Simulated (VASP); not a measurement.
Wanted: the native input for a VASP 6.6.1 run.

| Item | Value |
| --- | --- |
| Task | single point |
| Functional | PBE |
| Potentials or basis | VASP PAW PBE potentials, release 64 (Mn_pv, O) |
| Cutoff | 520 eV |
| k mesh | 10 × 10 × 10 |
| Occupations | fermi-dirac, width 0.05 eV |
| Spin | collinear spin, ferromagnetic start |
| Starting moments | [4.0, 0.0] μB |
| Further INCAR settings | ALGO = Normal; EDIFF = 1e-07; NBANDS = 20 |

The structure of MnO lies in POSCAR:

```
MnO
1.0
    0.0000000000      2.2239077028      2.2239077028
    2.2239077028      0.0000000000      2.2239077028
    2.2239077028      2.2239077028      0.0000000000
Mn O
1 1
Direct
    0.0000000000      0.0000000000      0.0000000000
    0.5000000000      0.5000000000      0.5000000000
```

The cell is a database's computed one.

One way to write it, as run:

INCAR

```
PREC = Accurate
ENCUT = 520
EDIFF = 1E-7
ISMEAR = -1
SIGMA = 0.05
LREAL = False
LASPH = True
NELM = 120
ALGO = Normal
ISIF = 2
LWAVE = False
LCHARG = True
ISPIN = 2
MAGMOM = 4 0
LORBIT = 11
LMAXMIX = 4
GGA = PE
LELF = True
LVHAR = True
NBANDS = 20
```

KPOINTS

```
regular mesh
0
Gamma
  10 10 10
```

Potentials or basis: VASP PAW PBE potentials, release 64 (Mn_pv, O).

Command:

```bash
$ cat potpaw_PBE.64/Mn_pv/POTCAR potpaw_PBE.64/O/POTCAR > POTCAR
$ mpirun -np 1 vasp_std > vasp.out
```

Results of the run:

```json
{
 "Pressure": "0.2 GPa",
 "Band gap on the k mesh": "none (metal or under the smearing width)",
 "Net moment": "4.79 μB per cell",
 "Site moments": "Mn +4.35; O +0.20 μB",
 "Valence electrons inside the program's atomic spheres": "Mn 11.35; O 4.98"
}
```

Caveat: a cell with one magnetic atom can't hold antiferromagnetic order, which such compounds often take; semilocal functionals often make such compounds metallic where correlation or magnetic order opens a gap, which also shifts bond lengths.

It took 23 s on 1 thread of Intel(R) Xeon(R) Platinum 8488C (Sapphire Rapids) (shared host), peak memory 0.16 GiB.
